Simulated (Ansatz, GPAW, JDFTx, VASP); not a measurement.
**InP: 5 runs at one level of theory**

```
In P
1.0
     0.00000    2.93050    2.93050
     2.93050    0.00000    2.93050
     2.93050    2.93050    0.00000
In P
1 1
Direct
  0.00000 0.00000 0.00000
  0.75000 0.75000 0.75000
```

Alike in all runs: task single point; functional RPBE; k mesh 8 × 8 × 8; occupations gaussian, width 0.05 eV; no spin polarisation; no spin-orbit coupling. Pressure is positive in compression and, in plane waves, holds the error of the finite cutoff, which Ansatz's Pulay term estimates and takes out.

```tsv
program and potentials	plane-wave cutoff (eV)	notes	band gap (eV)	pressure (GPa)
Ansatz, Ansatz PAW	420	potentials made for PBE, which Ansatz adapts in part; Pulay term of +0.04 GPa included	0.85	5.17
VASP, PBE PAW files In_d, P, 520 eV	520	potentials made for PBE	?	?
Ansatz, all-electron LAPW, scalar-relativistic	-	-	0.85	5.17
GPAW, the program's PAW data sets (release 1.2.1) made for this functional	600	-	0.85	4.91
JDFTx, PseudoDojo-SR-PBE-0.5-standard with smoothed tails	952	potentials made for PBE	0.84	5.01
```

**Question.** Estimate from the other rows what the run with VASP, PBE PAW files In_d, P, 520 eV gave.

**Answer.** Band gap 0.84 eV; pressure 5.10 GPa. The other rows, which needn't bracket it: band gap 0.84 to 0.85; pressure 4.91 to 5.17.
